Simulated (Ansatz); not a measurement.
Calculation for Au (diamond type): DFT, PBE, PAW with Ansatz's default frozen-core files, scalar-relativistic (Ansatz 0.2.0). This run: cell relaxed at zero pressure.

The start is a guessed cell of a prototype that needn't be stable.

Command: `ansatz run input.yaml --threads 1 --pin off --max-ram 2048MiB --backend cpu --events-out ev --progress --plain --runs-dir out` It took 17 s on 1 thread of AMD EPYC 7R43 64-Core Processor (Zen 3), on a shared host, peak memory 0.43 GiB.

```yaml
crystal:
  lattice:
    - [0.0, 2.8206487953, 2.8206487953]
    - [2.8206487953, 0.0, 2.8206487953]
    - [2.8206487953, 2.8206487953, 0.0]
  atoms:
    - { symbol: Au, position: [-0.125, -0.125, -0.125] }
    - { symbol: Au, position: [0.125, 0.125, 0.125] }
kpoints:
  mp_grid: { grid: [12, 12, 12] }
scf:
  occupations: { method: fermi_dirac, width: 0.05 }
hamiltonian:
  xc: pbe
  pseudopotentials: { kind: paw }
output:
  forces: true
  stress: true
relax:
  f_tol: 0.005
  max_steps: 40
  cell: {}
```

Output:

```
Engine: ansatz 0.2.0
Pseudopotentials: kind: paw
Pseudopotential: Au, paw, valence charge 19, recommended cutoff 420 eV (normal), Au.paw.azcp
Functional definition: PBE
  parameter kappa = 0.804
  parameter beta = 0.06672455060314922
  exchange = pbe_x(kappa = kappa, mu = beta*pi^2/3)
  correlation = pbe_c(beta = beta)
Crystal: 2 atoms, lattice volume = 44.883 Å³
Basis set: ecut = 420 eV, 893 PW (Γ), exchange–correlation on 54×54×54 points (8 copies of the dense FFT grid, shifted against one another)
Bands: 23, of which v1, the nominal top of the filled ones, is band 19 counted from 1 (18 counted from 0)
Symmetry: 48 space group operations
Space group: Fd-3m (ITA 227), of the structure as read, at distance tolerance 3.6e-5 Å
k-points: 72 of 1728
Non-local potential: Au, projectors of the file, l = 0: 3, l = 1: 2, l = 2: 2, l = 3: 1
PAW form: soft (Blöchl's): semilocal exchange-correlation on the pseudo side does not see the compensation charge
PAW one-centre angular grid: Au, 590 points (default); XC on 64 Gauss nodes
Initial density: superposition of atomic densities (neutral atoms: chi_scale 0, normalization atom), corrected by the library's trained network
Initial wavefunctions: pseudopotential atomic-orbital guess
Functional: x = pbe(κ = 0.804, μ = 0.2195149727645171), c = pbe(β = 0.06672455060314922)
SCF iter   1: F=—  HF=-26296.270239 eV  |F-HF|=—  |Δ(HF+E_count)|=         —  Δρ=3.93e-3  dr2=5.50e-3  ethr=1.77e-3  ⟨swp⟩=6.6  Hψ=7445  notcnv=0
preconditioner: auto → LDOS  [metal: Δε(μ)=0.031 eV  Ē_g=9.794 eV  σ=0.050 eV  W_gap=0.15  n_scr=14 (ndim 8)  ℏωp=26.0 eV  f_vac=0.088  D(μ)=1.41/eV (n_scr^D=14)  β→1.0]
SCF iter   2: F=—  HF=-26296.271967 eV  |F-HF|=—  |Δ(HF+E_count)|=   1.73e-3  Δρ=2.74e-3  dr2=2.68e-3  ethr=1.45e-5  ⟨swp⟩=2.4  Hψ=3553  notcnv=0
SCF iter   3: F=—  HF=-26296.271266 eV  |F-HF|=—  |Δ(HF+E_count)|=   7.02e-4  Δρ=3.87e-4  dr2=6.71e-5  ethr=7.06e-6  ⟨swp⟩=2.8  Hψ=2941  notcnv=0
SCF iter   4: F=—  HF=-26296.271283 eV  |F-HF|=—  |Δ(HF+E_count)|=   1.71e-5  Δρ=6.96e-5  dr2=1.79e-6  ethr=1.77e-7  ⟨swp⟩=2.0  Hψ=2446  notcnv=0
iter 5 did not close the SCF: its close was put off for the readings that it lacked (scf_convergence_deferred on its scf_iter line)
SCF iter   5: F=-26296.271286 eV  HF=-26296.271286 eV  |F-HF|=1.97e-8  |Δ(HF+E_count)|=   3.58e-6  Δρ=5.63e-6  dr2=1.03e-8  ethr=4.71e-9  ⟨swp⟩=2.0  Hψ=2454  notcnv=0
SCF iter   6: F=-26296.271286 eV  HF=-26296.271286 eV  |F-HF|=5.82e-11  |Δ(HF+E_count)|=   2.85e-8  Δρ=9.77e-7  dr2=2.88e-10  ethr=2.72e-11  ⟨swp⟩=2.2  Hψ=5772  notcnv=0
SCF 1 converged in 6 iterations: F = -26296.271286 eV  dr2 = 2.88e-10
  greatest PAW one-centre occupation: 1.000 electrons in one spin orbital (limit 2), on the Au atom at site 1 (counted from 0), in its partial waves of l = 0
relax step   1: F+E_penalty+E_count = -26296.27128635 eV  Δ(F+E_penalty+E_count) = +0.000e0 eV  max|allowed force component| = 2.776e-17 eV/Å  Δτ_max = 0.0000 Å  P = +30.033 GPa  Ω = 44.883 Å³  (6 SCF iters, dr2 threshold 1.00e-7 eV, accepted)
Crystal: 2 atoms, lattice volume = 51.772 Å³
Basis set: ecut = 420 eV, 965 PW (Γ), exchange–correlation on 54×54×54 points (8 copies of the dense FFT grid, shifted against one another)
Initial density: handed on by an earlier stage of this run
Initial wavefunctions: those handed on with the density
iter 1 solved again at ethr=1.26e-4 eV; its pass at ethr=3.10e-3 eV (dr2=4.79e-2 eV) is discarded
SCF iter   1: F=—  HF=-26297.067156 eV  |F-HF|=—  |Δ(HF+E_count)|=         —  Δρ=8.63e-3  dr2=4.85e-2  ethr=1.26e-4  ⟨swp⟩=1.1  Hψ=10118  notcnv=0
preconditioner: auto → Kerker (q_TF=auto, 2.591 Å⁻¹)  [metal: Δε(μ)=0.029 eV  Ē_g=8.954 eV  σ=0.050 eV  W_gap=0.14  n_scr=14 (ndim 8)  ℏωp=24.2 eV  f_vac=0.133  D(μ)=0.90/eV (n_scr^D=0)]
SCF iter   2: F=—  HF=-26297.057045 eV  |F-HF|=—  |Δ(HF+E_count)|=   1.01e-2  Δρ=4.56e-3  dr2=1.29e-2  ethr=1.26e-4  ⟨swp⟩=1.9  Hψ=1793  notcnv=0
preconditioner: auto → LDOS  [metal: Δε(μ)=0.009 eV  Ē_g=8.905 eV  σ=0.050 eV  W_gap=0.05  n_scr=14 (ndim 8)  ℏωp=24.2 eV  f_vac=0.133  D(μ)=0.98/eV (n_scr^D=8)  β→1.0]
SCF iter   3: F=—  HF=-26297.054524 eV  |F-HF|=—  |Δ(HF+E_count)|=   2.52e-3  Δρ=1.54e-3  dr2=1.26e-3  ethr=3.40e-5  ⟨swp⟩=2.1  Hψ=3000  notcnv=0
SCF iter   4: F=—  HF=-26297.054190 eV  |F-HF|=—  |Δ(HF+E_count)|=   3.34e-4  Δρ=3.39e-4  dr2=4.82e-5  ethr=3.33e-6  ⟨swp⟩=3.0  Hψ=3115  notcnv=0
SCF iter   5: F=—  HF=-26297.054210 eV  |F-HF|=—  |Δ(HF+E_count)|=   1.96e-5  Δρ=4.50e-5  dr2=1.41e-6  ethr=1.27e-7  ⟨swp⟩=2.0  Hψ=2455  notcnv=0
SCF iter   6: F=-26297.054210 eV  HF=-26297.054210 eV  |F-HF|=2.38e-8  |Δ(HF+E_count)|=   4.80e-9  Δρ=9.19e-6  dr2=4.98e-8  ethr=5.26e-10  ⟨swp⟩=4.9  Hψ=5704  notcnv=0
SCF 2 converged in 6 iterations: F = -26297.054210 eV  dr2 = 4.98e-8
relax step   2: F+E_penalty+E_count = -26297.05420975 eV  Δ(F+E_penalty+E_count) = -7.829e-1 eV  max|allowed force component| = 1.712e-16 eV/Å  Δτ_max = 0.0000 Å  P = +9.256 GPa  Ω = 51.772 Å³  energy of the carried Pulay correction = -2.349e-3 eV  (6 SCF iters, dr2 threshold 2.00e-7 eV, accepted)
Crystal: 2 atoms, lattice volume = 55.563 Å³
Basis set: ecut = 420 eV, 1067 PW (Γ), exchange–correlation on 54×54×54 points (8 copies of the dense FFT grid, shifted against one another)
iter 1 solved again at ethr=3.52e-5 eV; its pass at ethr=3.10e-3 eV (dr2=1.34e-2 eV) is discarded
SCF iter   1: F=—  HF=-26297.198945 eV  |F-HF|=—  |Δ(HF+E_count)|=         —  Δρ=4.53e-3  dr2=1.47e-2  ethr=3.52e-5  ⟨swp⟩=1.0  Hψ=8758  notcnv=0
preconditioner: auto → none  [metal: Δε(μ)=0.105 eV  Ē_g=8.496 eV  σ=0.050 eV  W_gap=0.42  n_scr=14 (ndim 8)  ℏωp=23.4 eV  f_vac=0.166  D(μ)=0.66/eV (n_scr^D=0)]
SCF iter   2: F=—  HF=-26297.195615 eV  |F-HF|=—  |Δ(HF+E_count)|=   3.33e-3  Δρ=2.53e-3  dr2=2.28e-3  ethr=3.52e-5  ⟨swp⟩=2.0  Hψ=2738  notcnv=0
SCF iter   3: F=—  HF=-26297.194955 eV  |F-HF|=—  |Δ(HF+E_count)|=   6.60e-4  Δρ=8.77e-4  dr2=2.16e-4  ethr=5.99e-6  ⟨swp⟩=2.8  Hψ=2947  notcnv=0
SCF iter   4: F=—  HF=-26297.194918 eV  |F-HF|=—  |Δ(HF+E_count)|=   3.75e-5  Δρ=1.34e-4  dr2=3.64e-6  ethr=5.69e-7  ⟨swp⟩=2.0  Hψ=2859  notcnv=0
SCF iter   5: F=—  HF=-26297.194926 eV  |F-HF|=—  |Δ(HF+E_count)|=   8.83e-6  Δρ=9.61e-6  dr2=1.78e-8  ethr=5.26e-10  ⟨swp⟩=3.1  Hψ=6969  notcnv=0
SCF iter   6: F=-26297.194926 eV  HF=-26297.194926 eV  |F-HF|=7.28e-11  |Δ(HF+E_count)|=   1.63e-8  Δρ=4.21e-7  dr2=3.67e-11  ethr=4.69e-11  ⟨swp⟩=2.0  Hψ=4982  notcnv=0
[... lines left out ...]
SCF iter   2: F=—  HF=-26297.226557 eV  |F-HF|=—  |Δ(HF+E_count)|=   1.00e-5  Δρ=1.42e-4  dr2=8.34e-6  ethr=3.28e-8  ⟨swp⟩=2.0  Hψ=2879  notcnv=0
SCF iter   3: F=—  HF=-26297.226554 eV  |F-HF|=—  |Δ(HF+E_count)|=   2.45e-6  Δρ=4.57e-5  dr2=5.83e-7  ethr=9.81e-9  ⟨swp⟩=2.0  Hψ=2825  notcnv=0
SCF iter   4: F=-26297.226554 eV  HF=-26297.226554 eV  |F-HF|=2.84e-9  |Δ(HF+E_count)|=   5.32e-8  Δρ=4.81e-6  dr2=4.57e-9  ethr=1.74e-10  ⟨swp⟩=4.0  Hψ=5436  notcnv=0
SCF 7 converged in 4 iterations: F = -26297.226554 eV  dr2 = 4.57e-9
relax step   7: F+E_penalty+E_count = -26297.22655418 eV  Δ(F+E_penalty+E_count) = -1.447e-4 eV  max|allowed force component| = 1.388e-16 eV/Å  Δτ_max = 0.0000 Å  P = +0.027 GPa  Ω = 58.520 Å³  energy of the carried Pulay correction = -5.380e-5 eV  (4 SCF iters, dr2 threshold 1.48e-7 eV, accepted)
iter 1 solved again at ethr=9.00e-8 eV; its pass at ethr=3.10e-3 eV (dr2=3.42e-5 eV) is discarded
SCF iter   1: F=—  HF=-26297.224933 eV  |F-HF|=—  |Δ(HF+E_count)|=         —  Δρ=2.71e-4  dr2=1.36e-6  ethr=9.00e-8  ⟨swp⟩=3.0  Hψ=11031  notcnv=0
preconditioner: auto → none  [metal: Δε(μ)=0.046 eV  Ē_g=8.181 eV  σ=0.050 eV  W_gap=0.22  n_scr=14 (ndim 8)  ℏωp=22.8 eV  f_vac=0.195  D(μ)=0.54/eV (n_scr^D=0)]
SCF iter   2: F=—  HF=-26297.226201 eV  |F-HF|=—  |Δ(HF+E_count)|=   1.27e-3  Δρ=1.37e-4  dr2=6.21e-7  ethr=3.57e-9  ⟨swp⟩=2.1  Hψ=2458  notcnv=0
SCF iter   3: F=—  HF=-26297.226482 eV  |F-HF|=—  |Δ(HF+E_count)|=   2.81e-4  Δρ=7.56e-5  dr2=8.58e-8  ethr=1.63e-9  ⟨swp⟩=2.0  Hψ=2456  notcnv=0
SCF iter   4: F=—  HF=-26297.226594 eV  |F-HF|=—  |Δ(HF+E_count)|=   1.12e-4  Δρ=2.42e-5  dr2=8.31e-9  ethr=2.26e-10  ⟨swp⟩=2.0  Hψ=2417  notcnv=0
SCF iter   5: F=—  HF=-26297.226607 eV  |F-HF|=—  |Δ(HF+E_count)|=   1.25e-5  Δρ=3.39e-6  dr2=5.08e-10  ethr=2.19e-11  ⟨swp⟩=2.0  Hψ=2405  notcnv=0
SCF iter   6: F=-26297.226607 eV  HF=-26297.226607 eV  |F-HF|=1.26e-9  |Δ(HF+E_count)|=   2.41e-7  Δρ=2.66e-7  dr2=1.37e-11  ethr=1.00e-12  ⟨swp⟩=4.7  Hψ=8000  notcnv=0
SCF 8 converged in 6 iterations: F = -26297.226607 eV  dr2 = 1.37e-11
relax step   8: F+E_penalty+E_count = -26297.22660724 eV  Δ(F+E_penalty+E_count) = -5.306e-5 eV  max|allowed force component| = 1.342e-16 eV/Å  Δτ_max = 0.0000 Å  P = +0.026 GPa  Ω = 58.520 Å³  stress off target by 2.59e-2 GPa  SCF on the basis re-selected at this cell (its energy is not comparable with the rows above)  (6 SCF iters)
basis re-selected at this cell: Δ(F+E_penalty+E_count) = -5.306e-5 eV, ΔP = -0.001 GPa vs the last step (what re-selecting the basis moved, of the pressure what is left beyond the Pulay correction that the steps carried, after the strain that the cell walked since its last selection, with what the two solves' SCF thresholds leave and, on support functions, any second-order correction that the steps lacked; it is no measure of the basis error at this ecutwfc). This SCF's stress stands 2.59e-2 GPa from its target on what of the cell is left free (relax.cell.stress_tol is 5.00e-2 GPa) and its largest allowed force component is 1.34e-16 eV/Å (relax.f_tol is 5.00e-3 eV/Å): within both
SCF converged after 6 iterations
Free energy (F): -26297.226607 eV
Harris-Foulkes:  -26297.226607 eV  (|F-HF|=1.26e-9)
Internal energy: -26297.221697 eV  (E = F + TS)
E sigma→0 (E₀):  -26297.224152 eV
Entropy (-TS):   -0.004910 eV (-2.455 meV/atom)
Fermi energy:    9.295925 eV
--- Per-component energies (eV) ---
  E_band       = -798.842064
  E_kinetic    = 1209.431591
  E_local      = -5602.916412  (includes V_loc(G=0)·N_el)
  E_nonlocal   = 148.950506
  E_hartree    = 2358.975904
  E_xc         = -453.543687
  E_vxc        = -546.791784  (∫ρ·V_xc dr)
  E_paw        = -19414.505700  (= ΣΔE_a)
  E_vpaw       = -725.470302  (= ΣTr[D̂ρ^β])
  E_aug_tail   = 0.002870  (compensation charges beyond the density's cutoff)
  E_ewald      = -4543.616769
  E_smearing   = -0.004910  (= −TS)
  E_closure    = -0.000000  (closes the sum)
  Σ components = -26297.226607   (vs F -26297.226607, Δ=0.00e0)
--- Forces (eV/Å), atoms counted from 1 ---
  atom   1  Au    -0.00000000    -0.00000000    -0.00000000
  atom   2  Au     0.00000000     0.00000000     0.00000000
  max |Σ_I F_I| component: 2.78e-17 eV/Å
--- Stress (GPa, compression-positive) ---
        0.025917       0.000000       0.000000
        0.000000       0.025917       0.000000
        0.000000       0.000000       0.025917
  P = ⅓ Tr σ = 0.0259 GPa (0.259 kbar)
--- Relaxed structure (6 steps of the walk, 6 accepted, 2 SCFs on fresh bases) ---
  F+E_penalty+E_count = -26297.22660724 eV   max|allowed force component| = 1.342e-16 eV/Å   (the final SCF, on the basis selected at the relaxed cell)
  cell:  # Å, volume = 58.5200 Å³
    - [3.120915025450451e-34, 3.0814704408753517, 3.0814704408753517]
    - [3.0814704408753517, 3.827898274182622e-33, 3.0814704408753517]
    - [3.0814704408753517, 3.0814704408753517, 2.3948248554609272e-33]
  atoms:
    - { symbol: Au, position: [-0.125, -0.125, -0.125] }
    - { symbol: Au, position: [0.125, 0.125, 0.125] }
```

Next run (the series' base cell), as changes to the input before:

```diff
   lattice:
-    - [0.0, 2.8206487953, 2.8206487953]
-    - [2.8206487953, 0.0, 2.8206487953]
-    - [2.8206487953, 2.8206487953, 0.0]
+    - [0.0, 3.0814704409, 3.0814704409]
+    - [3.0814704409, 0.0, 3.0814704409]
+    - [3.0814704409, 3.0814704409, 0.0]
   atoms:
   mp_grid: { grid: [12, 12, 12] }
+  band_path:
+    path:
+      - [0.0, 0.0, 0.0]
+      - [0.5, 0.0, 0.5]
+      - [0.625, 0.25, 0.625]
+      - [0.375, 0.375, 0.75]
+      - [0.0, 0.0, 0.0]
+      - [0.5, 0.5, 0.5]
+      - [0.5, 0.25, 0.75]
+      - [0.5, 0.0, 0.5]
+    npoints: 8
 scf:
   stress: true
-relax:
-  f_tol: 0.005
-  max_steps: 40
-  cell: {}
+  eigenvalues: true
+  populations: true
+  dos: { projected: true, de: 0.2, e_range: [-14, 8] }
```

Results part of the output:

```
SCF 1 converged in 6 iterations: F = -26297.226607 eV  dr2 = 1.47e-9
  greatest PAW one-centre occupation: 1.000 electrons in one spin orbital (limit 2), on the Au atom at site 1 (counted from 0), in its partial waves of l = 0
NSCF: frozen V_eff on 57 k-points
SCF converged after 6 iterations
Free energy (F): -26297.226607 eV
Harris-Foulkes:  -26297.226607 eV  (|F-HF|=3.31e-10)
Internal energy: -26297.221698 eV  (E = F + TS)
E sigma→0 (E₀):  -26297.224152 eV
Entropy (-TS):   -0.004910 eV (-2.455 meV/atom)
Fermi energy:    9.295921 eV
--- Per-component energies (eV) ---
  E_band       = -798.842688
  E_kinetic    = 1209.431993
  E_local      = -5602.918872  (includes V_loc(G=0)·N_el)
  E_nonlocal   = 148.950989
  E_hartree    = 2358.977857
  E_xc         = -453.543705
  E_vxc        = -546.791801  (∫ρ·V_xc dr)
  E_paw        = -19414.506061  (= ΣΔE_a)
  E_vpaw       = -725.470471  (= ΣTr[D̂ρ^β])
  E_aug_tail   = 0.002870  (compensation charges beyond the density's cutoff)
  E_ewald      = -4543.616769
  E_smearing   = -0.004910  (= −TS)
  E_closure    = 0.000000  (closes the sum)
  Σ components = -26297.226607   (vs F -26297.226607, Δ=0.00e0)
--- Forces (eV/Å), atoms counted from 1 ---
  atom   1  Au     0.00000000    -0.00000000    -0.00000000
  atom   2  Au    -0.00000000    -0.00000000    -0.00000000
  max |Σ_I F_I| component: 9.25e-18 eV/Å
--- Stress (GPa, compression-positive) ---
        0.025928       0.000000       0.000000
       -0.000000       0.025928      -0.000000
        0.000000       0.000000       0.025928
  P = ⅓ Tr σ = 0.0259 GPa (0.259 kbar)
--- Band table (eV; the first three rows and the last of 72) ---
  k-point 0: bands = ["-95.0465", "-95.0201", "-46.5714", "-46.5714", "-46.5714", "-46.4183", "-46.4183", "-46.4183", "3.3993", "5.2709", "5.2709", "5.2709", "5.2750", "5.2750", "7.0494", "7.0494", "7.0494", "8.0138", "8.0138", "17.7293", "18.7309", "18.7309", "18.7309"]
  k-point 1: bands = ["-95.0462", "-95.0205", "-46.5723", "-46.5723", "-46.5706", "-46.4191", "-46.4173", "-46.4173", "3.4793", "5.1644", "5.1644", "5.2647", "5.4043", "5.4043", "7.0349", "7.0397", "7.0397", "8.0162", "8.0162", "16.6363", "18.2477", "18.2732", "18.2732"]
  k-point 2: bands = ["-95.0452", "-95.0214", "-46.5747", "-46.5747", "-46.5684", "-46.4214", "-46.4149", "-46.4149", "3.7063", "5.0962", "5.0962", "5.2481", "5.5274", "5.5274", "7.0144", "7.0272", "7.0272", "8.0173", "8.0173", "14.7950", "17.5676", "17.5676", "17.9606"]
  k-point 71: bands = ["-95.0333", "-95.0333", "-46.5967", "-46.5967", "-46.4953", "-46.4953", "-46.3931", "-46.3931", "4.8623", "4.8623", "5.2490", "5.2490", "6.2497", "6.2497", "6.4641", "6.4641", "8.2648", "8.2648", "9.5290", "9.5290", "12.1722", "12.1722", "20.6416"]
--- Löwdin populations: 2 sites ---
  site symbol       q [e]
     0     Au     18.9169
     1     Au     18.9169
  spilling = 0.004371 (of n_electrons = 38.000000)
```

Next run (the series' base cell, ecut 300), as changes to the input before:

```diff
   mp_grid: { grid: [12, 12, 12] }
-  band_path:
-    path:
-      - [0.0, 0.0, 0.0]
-      - [0.5, 0.0, 0.5]
-      - [0.625, 0.25, 0.625]
-      - [0.375, 0.375, 0.75]
-      - [0.0, 0.0, 0.0]
-      - [0.5, 0.5, 0.5]
-      - [0.5, 0.25, 0.75]
-      - [0.5, 0.0, 0.5]
-    npoints: 8
 scf:
   eigenvalues: true
-  populations: true
-  dos: { projected: true, de: 0.2, e_range: [-14, 8] }
+  write_density: true
+  write_potential: true
+  elf: true
+  volumetric_format: npy
+basis:
+  ecutwfc: 300
```

Command: `ansatz run input.yaml --threads 1 --pin off --max-ram 2048MiB --backend cpu --events-out ev --progress --plain --runs-dir out` It took 2.5 s on 1 thread of AMD EPYC 7R43 64-Core Processor (Zen 3), with other jobs on the host, peak memory 0.39 GiB.

Results part of the output:

```
Warning: basis.ecutwfc = 300 eV is below the records' recommended 420 eV, and the density's cutoff is lower with it unless basis.ecutrho_ratio is high enough to keep the records' density cutoff: compare with a run at a higher cutoff
SCF 1 converged in 6 iterations: F = -26297.016290 eV  dr2 = 1.92e-8
  greatest PAW one-centre occupation: 1.001 electrons in one spin orbital (limit 2), on the Au atom at site 1 (counted from 0), in its partial waves of l = 0
SCF converged after 6 iterations
Free energy (F): -26297.016290 eV
Harris-Foulkes:  -26297.016290 eV  (|F-HF|=1.39e-8)
Internal energy: -26297.011469 eV  (E = F + TS)
E sigma→0 (E₀):  -26297.013879 eV
Entropy (-TS):   -0.004820 eV (-2.410 meV/atom)
Fermi energy:    9.295781 eV
--- Per-component energies (eV) ---
  E_band       = -799.808371
  E_kinetic    = 1212.949902
  E_local      = -5602.195390  (includes V_loc(G=0)·N_el)
  E_nonlocal   = 145.133136
  E_hartree    = 2358.015066
  E_xc         = -454.365518
  E_vxc        = -547.849392  (∫ρ·V_xc dr)
  E_paw        = -19412.937978  (= ΣΔE_a)
  E_vpaw       = -723.870992  (= ΣTr[D̂ρ^β])
  E_aug_tail   = 0.006081  (compensation charges beyond the density's cutoff)
  E_ewald      = -4543.616769
  E_smearing   = -0.004820  (= −TS)
  E_closure    = 0.000000  (closes the sum)
  Σ components = -26297.016290   (vs F -26297.016290, Δ=0.00e0)
--- Forces (eV/Å), atoms counted from 1 ---
  atom   1  Au    -0.00000000     0.00000000    -0.00000000
  atom   2  Au    -0.00000000     0.00000000    -0.00000000
  max |Σ_I F_I| component: 3.70e-17 eV/Å
--- Stress (GPa, compression-positive) ---
        0.044776       0.000000       0.000000
       -0.000000       0.044776       0.000000
       -0.000000       0.000000       0.044776
  P = ⅓ Tr σ = 0.0448 GPa (0.448 kbar)
--- Band table (eV; the first three rows and the last of 72) ---
  k-point 0: bands = ["-95.1216", "-95.0954", "-46.6203", "-46.6203", "-46.6203", "-46.4693", "-46.4693", "-46.4693", "3.4044", "5.2646", "5.2646", "5.2646", "5.2708", "5.2708", "7.0484", "7.0484", "7.0484", "8.0044", "8.0044", "17.7365", "18.7643", "18.7643", "18.7643"]
  k-point 1: bands = ["-95.1213", "-95.0957", "-46.6219", "-46.6219", "-46.6199", "-46.4691", "-46.4679", "-46.4679", "3.4851", "5.1599", "5.1599", "5.2601", "5.3996", "5.3996", "7.0319", "7.0359", "7.0359", "8.0086", "8.0086", "16.6495", "18.2560", "18.2969", "18.2969"]
  k-point 2: bands = ["-95.1203", "-95.0967", "-46.6240", "-46.6240", "-46.6176", "-46.4706", "-46.4650", "-46.4650", "3.7127", "5.0939", "5.0939", "5.2463", "5.5229", "5.5229", "7.0125", "7.0249", "7.0249", "8.0128", "8.0128", "14.8126", "17.5945", "17.5945", "17.9671"]
  k-point 71: bands = ["-95.1085", "-95.1085", "-46.6465", "-46.6465", "-46.5458", "-46.5458", "-46.4438", "-46.4438", "4.8570", "4.8570", "5.2479", "5.2479", "6.2449", "6.2449", "6.4605", "6.4605", "8.2561", "8.2561", "9.5292", "9.5292", "12.1794", "12.1794", "20.6527"]
```

Spin–orbit coupling is left out, which matters for the heavy atoms.
